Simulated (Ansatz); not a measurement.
## Stress against strain in Zr

```xyz
1
Lattice="-1.8100 1.8100 1.8100 1.8100 -1.8100 1.8100 1.8100 1.8100 -1.8100" Properties=species:S:1:pos:R:3 pbc="T T T"
Zr    0.0000    0.0000    0.0000
```

The geometry is COD entry 9008559, unchecked; take it as a test cell.

Theory: DFT, PBE, all-electron LAPW, scalar-relativistic in Ansatz 0.2.0.

Numerical set-up: a Γ-centred 14×14×14 k mesh, Fermi–Dirac smearing of 0.08 eV, basis error target 0.5 meV/atom, no spin polarisation.

The strain is applied along the Cartesian axes of the cell as listed (the other components stay zero). Fractional coordinates are held (clamped ions).

σ is the change of stress from the unstrained cell, which is at -3.02 GPa; tension is positive, so slopes are stress–strain coefficients at that pressure. In a metal the k mesh adds noise.

Only quantities that a quadratic follows smoothly over the whole series are listed; rougher ones are left out.

```tsv
εzz	σzz (GPa)	σxx (GPa)
-0.0300	-2.25	-2.61
-0.0200	-1.49	-1.69
0.0000	0.00	0.00
0.0100	0.68	0.79
0.0200	1.32	1.55
0.0300	1.91	2.29
```

Q: Fit the series and read off the stiffness at zero strain.

A: Least-squares fits y = p0 + p1 x + p2 x² to the rows give σzz (GPa): p1 = 69.6, p2 = -190; σxx (GPa): p1 = 81.4, p2 = -170. So C11 = 70 GPa and C12 = 81 GPa, which gives B = (C11 + 2 C12)/3 = 77 GPa.

Q: One run, at εzz = -0.0100, is withheld. Predict its row.

A: The fits give -0.72, -0.83; the run gave -0.73, -0.82.
